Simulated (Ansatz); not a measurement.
# Correcting a cheap level on fluorocarbon molecules

The atomisation enthalpy at 298 K in kJ/mol of 8 fluorocarbon molecules: x at HF/def2-SVP, y from tabulated heats of molecules and atoms (Active Thermochemical Tables, CRC Handbook of Chemistry and Physics). Shapes, held fixed at every level: PBE0-D4/def2-TZVP. Flexible molecules stand in one conformer, not always the lowest. Computed values hold a harmonic thermal term (PBE0-D4/def2-TZVP) and the atoms' spin-orbit lowering. Programs: Ansatz 0.2.0.

| molecule | x (kJ/mol) | y (kJ/mol) |
| --- | --- | --- |
| CH2F2 (difluoromethane) | 1241 | 1763 |
| CHF3 (trifluoromethane) | 1280 | ? |
| CF4 (tetrafluoromethane) | 1315 | 1968 |
| C2H4F2 (1,2-difluoroethane) | 2111 | 2915 |
| C2H3F3 (1,1,2-trifluoroethane) | 2123 | 3057 |
| C2HF5 (pentafluoroethane) | 2148 | 3149 |
| C2H4F2 (1,1-difluoroethane) | 2170 | 2965 |
| C3H3F3 (3,3,3-trifluoropropene) | 2629 | 3657 |

Question: Fit y = c + s·x to the known rows and predict y for CHF3.

Answer: 
1. Means of the 7 rows: x = 1962.43, y = 2782.0.
2. Σ(Δx)² = 1509320, Σ(Δx·Δy) = 2015400, so the slope is 2015400/1509320 = 1.3353.
3. Intercept: 2782.0 − (1.3353) × 1962.43 = 161.6. The largest residual of the fit is 119.
4. CHF3: 161.6 + 1.3353 × 1280 = 1871 kJ/mol.

The tabulated heats give 1869 kJ/mol, so the prediction is off by +2 kJ/mol, within the largest residual. Uncorrected, HF/def2-SVP misses it by -589 kJ/mol, and the other rows by 820 on average. The line removes about 100 % of this miss. Left out in turn, the other rows are missed by 90 kJ/mol on average. The heats of C2HF5, C3H3F3 come from older tables and can be uncertain by 10 kJ/mol or more. The tabulated value of C2H3F3 is in doubt (older tables, estimates, or at odds with other calculations) and kept here.

Hartree–Fock underbinds every molecule here, mainly because it misses the correlation energy gained when electrons pair up in bonds; the small basis, which describes compact, lone-pair-rich fluorine poorly, probably adds to this. The deficit depends on the number and kind of bonds, not only on the total binding. From CH2F2 to CF4 the computed value rises only from 1241 to 1315 kJ/mol, while the reference rises from 1763 to 1968 kJ/mol.

A single line in x cannot follow this, so it overshoots CH2F2 and both difluoroethanes but undershoots CF4 and C2HF5. CHF3 lies between CH2F2 and CF4 in composition, where these opposite errors nearly cancel. Its close agreement is therefore probably fortuitous and no measure of the line's accuracy.

The difluoroethane isomers, with equal atom counts, are ordered correctly even without correction. The preference for geminal fluorines, usually attributed to negative hyperconjugation and electrostatics, is thus largely present at the mean-field level. A correction by bond type or an isodesmic reaction would address the composition dependence more directly.
